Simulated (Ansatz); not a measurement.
Density of states of ScAl (Pm-3m, a = 3.344 Å, b = 3.344 Å, c = 3.344 Å, α = 90.00°, β = 90.00°, γ = 90.00°), in states per eV and primitive cell, averaged over bins of 0.3 eV. Theory: DFT PBEsol, scalar-relativistic, plane waves, PAW (Ansatz 0.2.0).

Cutoff 420 eV; k points 12×12×12 on the computed 2-atom cell (Γ-centred); Gaussian smearing, width 0.10 eV; no spin polarisation.

The cell is relaxed at this level. The states (both spins) are summed by tetrahedra on a 18×18×18 mesh at the self-consistent density. Energies are bin centres; the table starts no lower than −8 eV and ends at 6 eV, or lower where the solved bands end.

It is a metal at this level.

```tsv
E − E_F (eV)	total	Sc 3d	Al 3p	Al 3s	Sc 4s
-7.90	0.19	0.00	0.02	0.07	0.09
-7.60	0.24	0.00	0.04	0.09	0.10
-7.30	0.29	0.01	0.06	0.11	0.10
-7.00	0.34	0.01	0.07	0.13	0.10
-6.70	0.39	0.02	0.09	0.16	0.10
-6.40	0.45	0.03	0.11	0.20	0.09
-6.10	0.53	0.04	0.13	0.25	0.08
-5.80	0.70	0.07	0.16	0.37	0.07
-5.50	0.78	0.13	0.18	0.40	0.05
-5.20	0.75	0.18	0.17	0.35	0.03
-4.90	0.73	0.24	0.14	0.32	0.01
-4.60	0.47	0.17	0.10	0.19	0.01
-4.30	0.39	0.12	0.13	0.11	0.02
-4.00	0.39	0.11	0.17	0.08	0.03
-3.70	0.42	0.10	0.21	0.06	0.04
-3.40	0.49	0.11	0.26	0.06	0.04
-3.10	0.58	0.13	0.32	0.05	0.05
-2.80	0.74	0.18	0.42	0.06	0.06
-2.50	1.58	0.54	0.86	0.06	0.08
-2.20	1.63	0.60	0.87	0.06	0.06
-1.90	1.28	0.48	0.71	0.05	0.01
-1.60	1.33	0.51	0.74	0.03	0.01
-1.30	1.24	0.58	0.59	0.02	0.01
-1.00	1.15	0.66	0.44	0.02	0.00
-0.70	1.24	0.86	0.31	0.01	0.01
-0.40	0.88	0.64	0.18	0.00	0.03
-0.10	0.76	0.56	0.11	0.01	0.05
0.20	0.91	0.69	0.08	0.02	0.08
0.50	2.31	1.79	0.22	0.07	0.16
0.80	2.57	1.93	0.34	0.09	0.13
1.10	3.30	2.43	0.61	0.08	0.08
1.40	2.63	2.04	0.40	0.03	0.03
1.70	3.72	2.92	0.39	0.07	0.05
2.00	1.93	1.56	0.15	0.03	0.03
2.30	1.35	1.10	0.07	0.03	0.02
2.60	1.25	0.97	0.05	0.08	0.01
2.90	0.56	0.43	0.02	0.08	0.00
3.20	0.31	0.13	0.07	0.11	0.00
```

The columns after the total are the main Löwdin projections on the occupied valence shells of the potentials; 1 other is left out. The rest of the total lies in those, in shells that are empty in the free atom, which aren't projected, and between the atoms.

Whether ScAl exists in this form wasn't checked.